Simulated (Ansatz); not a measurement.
An Ansatz input and the part of its output that reports the observables at the nuclei.

The cell is an entry of the Crystallography Open Database (COD), relaxed with PBE at fixed cell and then changed (volume scaled by 1.06, ions relaxed).

```yaml
crystal:
  lattice:
    - [7.7439593863, 0.0, 0.0]
    - [-3.8719796931, 6.7064655544, 0.0]
    - [0.0, 0.0, 2.9592222945]
  atoms:
    - { symbol: Si, position: [0.7673199111, 0.1735618873, 0.3256358183] }
    - { symbol: Si, position: [0.5937580238, 0.7673199111, 0.8256358183] }
    - { symbol: Si, position: [0.8264381127, 0.5937580238, 0.3256358183] }
    - { symbol: Si, position: [0.2326800889, 0.8264381127, 0.8256358183] }
    - { symbol: Si, position: [0.4062419762, 0.2326800889, 0.3256358183] }
    - { symbol: Si, position: [0.1735618873, 0.4062419762, 0.8256358183] }
    - { symbol: "N", position: [0.0293608826, 0.3297475828, 0.325653152] }
    - { symbol: "N", position: [0.6996132998, 0.0293608826, 0.825653152] }
    - { symbol: "N", position: [0.6702524172, 0.6996132998, 0.325653152] }
    - { symbol: "N", position: [0.9706391174, 0.6702524172, 0.825653152] }
    - { symbol: "N", position: [0.3003867002, 0.9706391174, 0.325653152] }
    - { symbol: "N", position: [0.3297475828, 0.3003867002, 0.825653152] }
    - { symbol: "N", position: [0.3333333333, 0.6666666667, -0.1744669108] }
    - { symbol: "N", position: [0.6666666667, 0.3333333333, 0.3255330892] }
kpoints:
  mp_grid: { grid: [4, 4, 10] }
scf:
  occupations: { method: fermi_dirac, width: 0.02 }
hamiltonian:
  xc: pbe
  pseudopotentials: { kind: paw }
output:
  forces: true
  stress: true
  populations: true
  efg:
    quadrupole_moments_barn: { "N": 0.02044 }
    contact_densities: true
relax:
  f_tol: 0.02
  max_steps: 60
```

```sh
ansatz run input.yaml --threads 4 --pin off --max-ram 8192MiB --backend cpu --events-out ev --progress --plain --runs-dir out
```

The run relaxes the ions first, and the block belongs to the relaxed positions.

Of the output, the block on the nuclei alone is shown; the set-up, the SCF iterations, energies, forces and stress are cut. One atom of each set with nearly equal values is shown.

```
--- PAW observables at the nuclei: V_zz in 10²¹ V/m², potentials from the cell's mean, atoms counted from 1 ---
  atom   1  Si V_zz =    +0.944319   η = 0.4967   by run symmetry: allowed
            electrostatic potential = -1358.802928 V   contact ρ = 12804.329526 e/Å³
  atom   7  N  V_zz =    -5.484462   η = 0.0521   by run symmetry: allowed   C_q = -2.7106 MHz
            electrostatic potential = -515.140849 V   contact ρ = 1411.882662 e/Å³
  atom  13  N  V_zz =    -5.467031   η = 0.0000   by run symmetry: allowed   C_q = -2.7020 MHz
            electrostatic potential = -515.504024 V   contact ρ = 1411.944543 e/Å³
```

The relaxation (3 steps) took 14 s of wall time (50 s of CPU time) and 0.57 GiB at its peak, on 4 threads of Arm Neoverse V1 (aarch64; 8 cores open to the job, memory cap 8.0 GiB, no GPU), a shared host with a load of 0.8 a core.

At this changed cell the PBE pressure is -7 GPa.
